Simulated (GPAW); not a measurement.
Crystal: MnS.

```
CELL_PARAMETERS angstrom
0.00000 2.60450 2.60450
2.60450 0.00000 2.60450
2.60450 2.60450 0.00000
ATOMIC_POSITIONS crystal
Mn 0.00000 0.00000 0.00000
S 0.50000 0.50000 0.50000
```

* Program: GPAW 26.7.0
* Task: relaxation of cell and atoms
* Functional: revPBE
* Dispersion: D3(BJ)
* Potentials or basis: the program's PAW data sets (release 1.2.1) made for this functional
* Cutoff: 600 eV
* Basis: pw
* k mesh: 9 × 9 × 9
* Occupations: fermi-dirac, width 0.05 eV
* Spin: collinear spin, ferromagnetic start
* Starting moments: [4.0, 0.0] μB

At the start: pressure -7.7 GPa; volume 17.67 Å³/atom.

How do energy, volume and symmetry change on relaxing?

Over 26 steps the energy falls by 59.8 meV/atom and the volume is 15.82 Å³/atom (-10.5 %); space group Fm-3m (No. 225, to 0.05 Å); moment 4.38 μB per cell.

The path:
```csv
step,energy change (eV),largest force (eV/Å),pressure (GPa),volume (Å³)
1,0.0000,0.0000,-7.70,35.33
2,-0.0287,0.0000,-6.91,34.70
3,0.4175,0.0000,1.13,30.29
4,0.4123,0.0000,5.63,30.81
5,-0.1104,0.0000,26.09,31.48
6,-0.1061,0.0000,-4.01,32.33
7,-0.1090,0.0000,-3.87,32.22
8,0.4250,0.0000,2.68,29.51
9,0.4161,0.0000,0.99,30.53
10,0.1866,0.0000,291.29,31.19
11,-0.1168,0.0000,-3.22,31.86
12,-0.1169,0.0000,-3.20,31.85
13,0.3794,0.0000,71.19,31.02
14,-0.1176,0.0000,-3.03,31.81
15,-0.1182,0.0000,-2.81,31.78
16,-0.0597,0.0000,125.87,31.35
17,-0.1184,0.0000,-2.73,31.77
18,-0.1185,0.0000,-2.65,31.76
19,-0.1097,0.0000,27.70,31.47
20,-0.1189,0.0000,-2.37,31.74
21,-0.1191,0.0000,-2.06,31.71
22,-0.1187,0.0000,4.47,31.58
23,-0.1195,0.0000,-1.07,31.67
24,-0.1196,0.0000,-0.46,31.65
25,-0.1196,0.0000,0.11,31.64
26,-0.1196,0.0000,-0.01,31.64
```

Final structure:
```yaml
crystal:
  lattice:
    - [0.00000, 2.51039, 2.51039]
    - [2.51039, 0.00000, 2.51039]
    - [2.51039, 2.51039, 0.00000]
  atoms:
    - { symbol: Mn, position: [0.00000, 0.00000, 0.00000] }
    - { symbol: S, position: [0.50000, 0.50000, 0.50000] }
```

Caveat: each step starts from the last one's moments, so a moment once lost doesn't come back; later steps reuse the first step's grids; the volume moved by -10 % from the deposited cell, more than functionals usually miss; a cell with one magnetic atom can't hold antiferromagnetic order, which such compounds often take; pairwise dispersion overbinds metals, which lowers pressure and volume.
